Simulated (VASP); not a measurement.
Set up this calculation in VASP 6.6.1, as the native input.

```
Task                   : single point
Functional             : LDA
Potentials or basis    : VASP PAW LDA potentials, release 64 (Ta_pv, N)
Cutoff                 : 520 eV
k mesh                 : 18 × 18 × 16
Occupations            : gaussian, width 0.15 eV
Spin                   : no spin polarisation
Dipole correction      : no
Further INCAR settings : ALGO = Normal; EDIFF = 1e-06; NBANDS = 15
```

The structure of TaN lies in POSCAR:

```
TaN
1.0
    2.9379988584      0.0000000000      0.0000000000
   -1.4689994292      2.5443816477      0.0000000000
    0.0000000000      0.0000000000      2.8830000000
Ta N
1 1
Direct
    0.3333333333      0.6666666667      0.5000000000
    0.0000000000      0.0000000000      0.0000000000
```

One way to write it, as run:

INCAR

```
PREC = Accurate ; ENCUT = 520
EDIFF = 1E-6 ; ISMEAR = 0
SIGMA = 0.15 ; LREAL = False
LASPH = True ; NELM = 100
ALGO = Normal ; ISIF = 2
LWAVE = False ; LCHARG = False
NBANDS = 15
```

KPOINTS

```
Automatic mesh
0
Gamma
  18 18 16
```

Potentials or basis: VASP PAW LDA potentials, release 64 (Ta_pv, N).

Command:

```bash
$ cat potpaw_LDA.64/Ta_pv/POTCAR potpaw_LDA.64/N/POTCAR > POTCAR
$ mpirun -np 1 vasp_std > vasp.out
```

Results of the run:

- Pressure: -9.8 GPa
- Band gap on the k mesh: none (metal or under the smearing width)

Wall time 26 s on 1 thread of Intel(R) Xeon(R) 6975P-C (Granite Rapids), on a shared host, peak memory 0.21 GiB.
